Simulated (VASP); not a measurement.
# Hg (Im-3m) in VASP: a series of runs

The runs below take Hg through single point, with PBE, r2SCAN.

Program: VASP 6.6.1. These are calculated values, not measurements. Logs are shortened: lines on timing, memory, paths and dates and some standing lists are left out, and cuts for length are marked.

## 1. Starting point

The structure is cubic, space group Im-3m (No. 229). The conventional cell has a = 3.583 Å, b = 3.583 Å, c = 3.583 Å, α = 90.00°, β = 90.00°, γ = 90.00°. Hg (site symmetry m-3m) has 8 Hg at 3.10 Å as nearest neighbours.

The cell was built by a generator and needn't be a form met in nature.

## 2. Single point, PBE

File INCAR:

```
PREC     = Accurate       # precision mode
ENCUT    = 520            # plane-wave cutoff, eV
EDIFF    = 1E-7           # SCF threshold, eV
ISMEAR   = 0              # smearing method
SIGMA    = 0.05           # smearing width, eV
LREAL    = F              # projectors in reciprocal space
LASPH    = T              # aspherical terms in the spheres
NELM     = 60             # most SCF steps
ALGO     = Normal         # electronic algorithm
ISIF     = 2              # what is computed and relaxed
LWAVE    = F              # write WAVECAR
LCHARG   = F              # write CHGCAR
GGA      = PE             # functional
NBANDS   = 12             # bands
```

File KPOINTS:

```
Automatic mesh
0
Gamma
  8 8 8
```

File POSCAR:

```
Hg
1.0
   -1.7913577498      1.7913577498      1.7913577498
    1.7913577498     -1.7913577498      1.7913577498
    1.7913577498      1.7913577498     -1.7913577498
Hg
1
Direct
    0.0000000000      0.0000000000      0.0000000000
```

Potentials or basis: VASP PAW PBE potentials, release 64 (Hg).

Run with:

```
$ cat potpaw_PBE.64/Hg/POTCAR > POTCAR
$ mpirun -np 1 vasp_std > vasp.out
```

OUTCAR:

```text
PREC = Accurate
   ENCUT = 520
   EDIFF = 1E-7
   ISMEAR = 0
   LREAL = F
   LASPH = T
   NELM = 60
   ISIF = 2
   GGA = PE

 ion  position               nearest neighbor table
   1  0.000  0.000  0.000-

  LATTYP: Found a body centered cubic cell.
 ALAT       =     3.5827154996

  Lattice vectors:

 A1 = (  -1.7913577498,   1.7913577498,   1.7913577498)
 A2 = (   1.7913577498,  -1.7913577498,   1.7913577498)
 A3 = (   1.7913577498,   1.7913577498,  -1.7913577498)

Analysis of symmetry for initial positions (statically):
=====================================================================
 Subroutine PRICEL returns:
 Original cell was already a primitive cell.

 Routine SETGRP: Setting up the symmetry group for a
 body centered cubic supercell.

 Subroutine GETGRP returns: Found 48 space group operations
 (whereof 48 operations were pure point group operations)
 out of a pool of 48 trial point group operations.

The static configuration has the point symmetry O_h .

Analysis of symmetry for dynamics (positions and initial velocities):
=====================================================================
 Subroutine PRICEL returns:
 Original cell was already a primitive cell.

 Routine SETGRP: Setting up the symmetry group for a
 body centered cubic supercell.

 Subroutine GETGRP returns: Found 48 space group operations
 (whereof 48 operations were pure point group operations)
 out of a pool of 48 trial point group operations.

The dynamic configuration has the point symmetry O_h .

 Subroutine INISYM returns: Found 48 space group operations
 (whereof 48 operations are pure point group operations),
 and found     1 'primitive' translations

----------------------------------------------------------------------------------------

                                     Primitive cell

  volume of cell :      22.9936

  direct lattice vectors                    reciprocal lattice vectors
    -1.791357750  1.791357750  1.791357750     0.000000000  0.279117893  0.279117893
     1.791357750 -1.791357750  1.791357750     0.279117893  0.000000000  0.279117893
     1.791357750  1.791357750 -1.791357750     0.279117893  0.279117893  0.000000000

  length of vectors
     3.102722637  3.102722637  3.102722637     0.394732309  0.394732309  0.394732309

  position of ions in fractional coordinates (direct lattice)
     0.000000000  0.000000000  0.000000000

  ion indices of the primitive-cell ions
   primitive index   ion index
                 1           1

----------------------------------------------------------------------------------------

 KPOINTS: Automatic mesh

Automatic generation of k-mesh.
 Grid dimensions read from file:
 generate k-points for:    8    8    8

 Generating k-lattice:

  Cartesian coordinates                     Fractional coordinates (reciprocal lattice)
     0.000000000  0.034889737  0.034889737     0.125000000  0.000000000  0.000000000
     0.034889737  0.000000000  0.034889737     0.000000000  0.125000000  0.000000000
     0.034889737  0.034889737  0.000000000     0.000000000  0.000000000  0.125000000

  Length of vectors
     0.049341539  0.049341539  0.049341539

  Shift w.r.t. Gamma in fractional coordinates (k-lattice)
     0.000000000  0.000000000  0.000000000

 Subroutine IBZKPT returns following result:
 ===========================================

 Found     29 irreducible k-points:

 Following reciprocal coordinates:
            Coordinates               Weight
  0.000000  0.000000  0.000000      1.000000
  0.125000  0.000000  0.000000     12.000000
  0.250000  0.000000  0.000000     12.000000
  0.375000  0.000000  0.000000     12.000000
  0.500000  0.000000  0.000000      6.000000
  0.125000  0.125000  0.000000     24.000000
[... 16 lines left out ...]
 -0.250000  0.250000  0.250000      6.000000
 -0.375000  0.375000  0.250000     24.000000
 [... further k-points ...]
   k-points           NKPTS =     29   k-points in BZ     NKDIM =     29   number of bands    NBANDS=     12
   number of dos      NEDOS =    301   number of ions     NIONS =      1
   total plane-waves  NPLWV =  13824
   dimension x,y,z NGX =    24 NGY =   24 NGZ =   24
   dimension x,y,z NGXF=    48 NGYF=   48 NGZF=   48
   ions per type =               1
   NGX,Y,Z   is equivalent  to a cutoff of  12.86, 12.86, 12.86 a.u.
   NGXF,Y,Z  is equivalent  to a cutoff of  25.72, 25.72, 25.72 a.u.
 SYSTEM =  unknown system
   PREC   = accura    normal or accurate (medium, high low for compatibility)
   ISTART =      0    job   : 0-new  1-cont  2-samecut
   ICHARG =      2    charge: 1-file 2-atom 10-const
   ISPIN  =      1    spin polarized calculation?
   LNONCOLLINEAR =      F non collinear calculations
   LSORBIT =      F    spin-orbit coupling
   LASPH  =      T    aspherical Exc in radial PAW
   ENCUT  =  520.0 eV  38.22 Ry    6.18 a.u.   5.77  5.77  5.77*2*pi/ulx,y,z
   NELM   =     60;   NELMIN=  2; NELMDL= -5     # of ELM steps
   EDIFF  = 0.1E-06   stopping-criterion for ELM
   LREAL  =      F    real-space projection
   EDIFFG = 0.1E-05   stopping-criterion for IOM
   NSW    =      0    number of steps for IOM
   IBRION =     -1    ionic relax: 0-MD 1-quasi-New 2-CG
   NFREE  =      0    steps in history (QN), initial steepest desc. (CG)
   ISIF   =      2    stress and relaxation
   ISYM   =      2    0-nonsym 1-usesym 2-fastsym
   POTIM  = 0.5000    time-step for ionic-motion
   TEBEG  =    0.0;   TEEND  =   0.0 temperature during run
   PSTRESS=    0.0 pullay stress
   NELECT =      12.0000    total number of electrons
   NUPDOWN=      -1.0000    fix difference up-down
   EMIN   =  10.00;   EMAX   =-10.00  energy-range for DOS
   EFERMI =   0.00;   METHOD = LEGACY
   ISMEAR =     0;   SIGMA  =   0.05  broadening in eV -4-tet -1-fermi 0-gaus
   EFERMI_NEDOS =   21; number of points for ismear=-14 and -15
   IALGO  =     38    algorithm
   IMIX   =      4    mixing-type and parameters
     AMIX     =   0.40;   BMIX     =  1.00
     AMIX_MAG =   1.60;   BMIX_MAG =  1.00
  volume/ion in A,a.u.               =      22.99       155.17
  Fermi-wavevector in a.u.,A,eV,Ry     =   1.318053  2.490759 23.636913  1.737264
  Thomas-Fermi vector in A             =   2.448050
   LORBIT       =      0    0 simple, 1 ext, 2 COOP (PROOUT), +10 PAW based schemes
   GGA     = PE    functional components
   LHFCALC =     F    Hartree Fock is set to
   AEXX    =    0.0000 exact exchange contribution
   IVDW    =     0    specifies the selected vdW correction
   LEPSILON=     F    determine dielectric tensor
   LRPA    =     F    only Hartree local field effects (RPA)
 non-spin polarized calculation
 Gauss-broadening in eV      SIGMA  =   0.05
  energy-cutoff  :      520.00
  volume of cell :       22.99
 maximum number of plane-waves:       632
   NGX = 11   NGY = 11   NGZ = 11

 number of electron      12.0000001 magnetization

 Free energy of the ion-electron system (eV)
  ---------------------------------------------------
  ext. energy  EPLUGINS =         0.00000000
  ---------------------------------------------------
  free energy    TOTEN  =        -0.08254112 eV

  energy without entropy =       -0.08211959  energy(sigma->0) =       -0.08233035

 E-fermi :   2.7176     XC(G=0): -11.0028

 val. band max:        2.5988864515   @ k =   0.5000   0.5000   0.2500
 cond. band min:       2.7287612441   @ k =  -0.3750  -0.3750   0.1250
 fundamental gap:      0.1298747926
 Fermi energy:         2.7175508586

 k-point     1 :       0.0000    0.0000    0.0000
  band No.  band energies     occupation
      1      -6.2912      2.00000
      2      -4.2400      2.00000
      3      -4.2400      2.00000
      4      -4.2400      2.00000
      5      -3.2957      2.00000
      6      -3.2957      2.00000
      7      18.2421      0.00000
      8      18.2421      0.00000
      9      18.2421      0.00000
     10      19.6500      0.00000
     11      19.6500      0.00000
     12      19.6500      0.00000

 k-point     2 :       0.1250    0.0000    0.0000
  band No.  band energies     occupation
      1      -5.8725      2.00000
      2      -4.3143      2.00000
      3      -4.2018      2.00000
      4      -4.0324      2.00000
      5      -3.3678      2.00000
      6      -3.2915      2.00000
      7      15.4712      0.00000
      8      17.3227      0.00000
      9      18.0671      0.00000
     10      18.3573      0.00000
     11      18.3743      0.00000
     12      19.3114      0.00000

 k-point     3 :       0.2500    0.0000    0.0000
  band No.  band energies     occupation
      1      -5.1000      2.00000
      2      -4.4891      2.00000
      3      -3.6804      2.00000
      4      -3.4920      2.00000
      5      -3.4390      2.00000
      6      -3.2767      2.00000
      7      10.3837      0.00000
      8      15.2013      0.00000
      9      15.4714      0.00000
     10      18.0460      0.00000
     11      18.5905      0.00000
     12      20.8300      0.00000

 k-point     4 :       0.3750    0.0000    0.0000
  band No.  band energies     occupation
      1      -5.0742      2.00000
      2      -4.6578      2.00000
      3      -3.4023      2.00000
      4      -3.2553      2.00000
      5      -2.8815      2.00000
      6      -1.5671      2.00000
      7       5.6850      0.00000
      8      13.4249      0.00000
      9      13.7357      0.00000
     10      18.0094      0.00000
     11      18.7719      0.00000
     12      23.3011      0.00000

 k-point     5 :       0.5000    0.0000    0.0000
  band No.  band energies     occupation
      1      -5.1534      2.00000
      2      -4.7260      2.00000
      3      -3.3682      2.00000
      4      -3.2444      2.00000
      5      -2.6019      2.00000
      6       1.4897      2.00000
      7       1.8109      2.00000
      8      12.6423      0.00000
      9      13.2236      0.00000
     10      18.0434      0.00000
     11      18.8349      0.00000
     12      23.5890      0.00000
[... 228 lines left out ...]
      1      -4.4622      2.00000
      2      -4.2735      2.00000
      3      -4.2735      2.00000
      4      -3.0824      2.00000
      5      -3.0824      2.00000
      6       2.7288      0.75118
      7       5.2309      0.00000
      8       5.2309      0.00000
      9      15.5720      0.00000
     10      17.9196      0.00000
     11      17.9196      0.00000
     12      20.0597      0.00000

 k-point    22 :       0.2500    0.2500    0.2500
  band No.  band energies     occupation
      1      -4.2594      2.00000
      2      -4.2594      2.00000
      3      -4.2594      2.00000
      4      -3.2288      2.00000
      5      -3.2288      2.00000
      6       2.2984      2.00000
      7       6.5032      0.00000
      8       6.5032      0.00000
      9       6.5032      0.00000
     10      26.9136      0.00000
     11      26.9147      0.00000
     12      26.9230      0.00000

 k-point    23 :      -0.2500    0.2500    0.2500
  band No.  band energies     occupation
      1      -4.2452      2.00000
      2      -4.1680      2.00000
      3      -3.8323      2.00000
      4      -3.8323      2.00000
      5      -3.5288      2.00000
      6      -1.9530      2.00000
      7      11.0574      0.00000
      8      11.7428      0.00000
      9      11.7428      0.00000
     10      14.4390      0.00000
     11      23.0835      0.00000
     12      23.0835      0.00000

 k-point    24 :      -0.3750    0.3750    0.2500
  band No.  band energies     occupation
      1      -4.5271      2.00000
      2      -4.2949      2.00000
      3      -3.8317      2.00000
      4      -3.5575      2.00000
      5      -2.9868      2.00000
      6       0.0841      2.00000
      7       7.2048      0.00000
      8      10.0130      0.00000
      9      11.7113      0.00000
     10      15.0624      0.00000
     11      20.2741      0.00000
     12      23.3500      0.00000

 [... further k-points ...]

------------------------ aborting loop because EDIFF is reached ----------------------------------------

  FORCE on cell =-STRESS in cart. coord.  units (eV):
  Direction    XX          YY          ZZ          XY          YZ          ZX
  --------------------------------------------------------------------------------------
  -------------------------------------------------------------------------------------
  Total        1.0883199      1.0883199      1.0883199      0.0000000      0.0000000     -0.0000000
  in kB       75.8333394     75.8333394     75.8333394      0.0000000      0.0000000     -0.0000000
  external PRESSURE =      75.8333394 kB  Pullay stress =       0.0000000 kB

 VOLUME and BASIS-vectors are now :
 -----------------------------------------------------------------------------
  energy-cutoff  :      520.00
  volume of cell :       22.99
      direct lattice vectors                 reciprocal lattice vectors
    -1.791357750  1.791357750  1.791357750     0.000000000  0.279117893  0.279117893
     1.791357750 -1.791357750  1.791357750     0.279117893  0.000000000  0.279117893
     1.791357750  1.791357750 -1.791357750     0.279117893  0.279117893  0.000000000

 POSITION                                       TOTAL-FORCE (eV/Angst)
 -----------------------------------------------------------------------------------
      0.00000      0.00000      0.00000        -0.000000     -0.000000     -0.000000
 -----------------------------------------------------------------------------------
    total drift:                                0.000000      0.000000      0.000000

  FREE ENERGIE OF THE ION-ELECTRON SYSTEM (eV)
  ---------------------------------------------------
  free  energy   TOTEN  =        -0.0825411158 eV

  energy  without entropy=       -0.0821195855  energy(sigma->0) =       -0.08233035
```

It took 2.6 s on 1 thread of Intel Xeon 6975P-C (Granite Rapids), shared host; peak memory 0.14 GiB.

What came out:

```
Free energy            : -0.0825 eV
Pressure               : 7.6 GPa
Band gap on the k mesh : none (metal or under the smearing width)
```

Levels at points of the mesh, in eV from the Fermi level:
```tsv
k point	band 3	band 4	band 5	band 6	band 7	band 8	band 9	band 10
(0.00, 0.00, 0.00)	-6.96	-6.96	-6.01	-6.01	15.52	15.52	15.52	16.93
(0.50, 0.00, 0.00)	-6.09	-5.96	-5.32	-1.23	-0.91	9.92	10.51	15.33
(0.50, 0.50, 0.50)	-5.49	-5.49	-5.49	3.73	4.13	4.13	4.13	10.62
```

## 3. Single point, r2SCAN

This run uses another cell than the first one, of 26.74 Å³/atom, 1.163 times its volume.

File POSCAR:

```
Hg
1.0
   -1.8838011845      1.8838011845      1.8838011845
    1.8838011845     -1.8838011845      1.8838011845
    1.8838011845      1.8838011845     -1.8838011845
Hg
1
Direct
    0.0000000000      0.0000000000      0.0000000000
```

File INCAR.step1:

```
SYSTEM = Hg
PREC = Accurate ; ENCUT = 520
ISMEAR = 0 ; SIGMA = 0.05
LREAL = .False. ; LASPH = .True.
NELM = 100 ; NBANDS = 12
GGA = PE ; ALGO = Normal
EDIFF = 1E-4 ; LWAVE = .True.
LCHARG = .False.
```

File INCAR.step2:

```
SYSTEM = Hg
PREC = Accurate ; ENCUT = 520
EDIFF = 1E-7 ; ISMEAR = 0
SIGMA = 0.05 ; LREAL = .False.
LASPH = .True. ; NELM = 100
ALGO = Normal ; ISIF = 2
LWAVE = .False. ; LCHARG = .False.
METAGGA = R2SCAN ; LMIXTAU = .True.
NBANDS = 12 ; ISTART = 1
```

File KPOINTS:

```
regular mesh
0
Gamma
  16 16 16
  0 0 0
```

Potentials or basis: VASP PAW PBE potentials, release 64 (Hg).

Run with:

```
$ cat potpaw_PBE.64/Hg/POTCAR > POTCAR
$ cp INCAR.step1 INCAR
$ mpirun -np 1 vasp_std > vasp.out
$ cp INCAR.step2 INCAR
$ mpirun -np 1 vasp_std > vasp.out
```

Run time: 40 s. Hardware: 1 thread of Intel Xeon 6975P-C (Granite Rapids), shared host; peak memory 0.17 GiB.

The run converged. Its results:

```yaml
Free_energy: -49.3618 eV
Pressure: 0.2 GPa
Band_gap_on_the_k_mesh: none (metal or under the smearing width)
```

Levels at points of the mesh, in eV from the Fermi level:
```tsv
k point	band 3	band 4	band 5	band 6	band 7	band 8	band 9	band 10
(0.00, 0.00, 0.00)	-7.12	-7.12	-6.41	-6.41	15.08	15.08	15.08	15.50
(0.50, 0.00, 0.00)	-6.46	-6.38	-5.88	-1.63	-0.74	9.12	10.19	14.13
(0.50, 0.50, 0.50)	-6.01	-6.01	-6.01	2.33	4.01	4.01	4.01	10.00
```

Caveat: the PAW data sets were made with another functional, which shifts forces and pressure a little. Spin-orbit coupling is left out, which matters for the levels of Hg.

## 4. Single point, PBE

This run uses another cell than the first one, of 26.99 Å³/atom, 1.174 times its volume.

File INCAR:

```
PREC = Accurate
ENCUT = 520
EDIFF = 1E-6
ISMEAR = 0
SIGMA = 0.05
LREAL = F
LASPH = T
NELM = 100
ALGO = Fast
ISIF = 2
LWAVE = F
LCHARG = F
GGA = PE
NBANDS = 12
```

File KPOINTS:

```
Automatic mesh
0
Gamma
  8 8 8
```

File POSCAR:

```
Hg
1.0
   -1.8896293415      1.8896293415      1.8896293415
    1.8896293415     -1.8896293415      1.8896293415
    1.8896293415      1.8896293415     -1.8896293415
Hg
1
Direct
    0.0000000000      0.0000000000      0.0000000000
```

Run with:

```
$ cat potpaw_PBE.64/Hg/POTCAR > POTCAR
$ mpirun -np 1 vasp_std > vasp.out
```

Wall time 2.8 s (1 thread of Intel Xeon 6975P-C (Granite Rapids), shared host); peak memory 0.13 GiB.

The run converged. Its results:

```
Free energy            : -0.1811 eV
Pressure               : 1.4 GPa
Band gap on the k mesh : none (metal or under the smearing width)
```

Levels at points of the mesh, in eV from the Fermi level:
```
           k point  band 2  band 3  band 4  band 5  band 6  band 7  band 8  band 9  band 10  band 11
(0.00, 0.00, 0.00)   -6.45   -6.45   -6.45   -5.76   -5.76   14.79   14.79   14.79    15.00    15.00
(0.50, 0.00, 0.00)   -6.80   -5.82   -5.73   -5.27   -1.28   -0.59    9.01    9.97    13.70    14.67
(0.50, 0.50, 0.50)   -6.97   -5.38   -5.38   -5.38    2.53    4.05    4.05    4.05     9.71     9.71
```

Spin-orbit coupling is left out, which matters for the levels of Hg.

## 5. Summary

```csv
level,cell,k mesh,gap on the mesh (eV),pressure (GPa)
PBE,"Im-3m, 22.99 Å³/atom",8 × 8 × 8,none,7.6
r2SCAN,"Im-3m, 26.74 Å³/atom",16 × 16 × 16,none,0.2
PBE,"Im-3m, 26.99 Å³/atom",8 × 8 × 8,none,1.4
```

Alike in all rows: task single point; potentials or basis VASP PAW PBE potentials, release 64 (Hg); no spin polarisation; cutoff (eV) 520; smearing gaussian 0.05 eV.

Every run on the cell as given and a fine mesh finds a metal. The pressure there spans 0.2 GPa (r2SCAN) to 7.6 GPa (PBE); a positive pressure means that this level wants a larger cell, a negative one a smaller.

Caveats: the PAW data sets were made with another functional, which shifts forces and pressure a little (some runs).

Absolute energies hang on the potentials; compare differences alone.
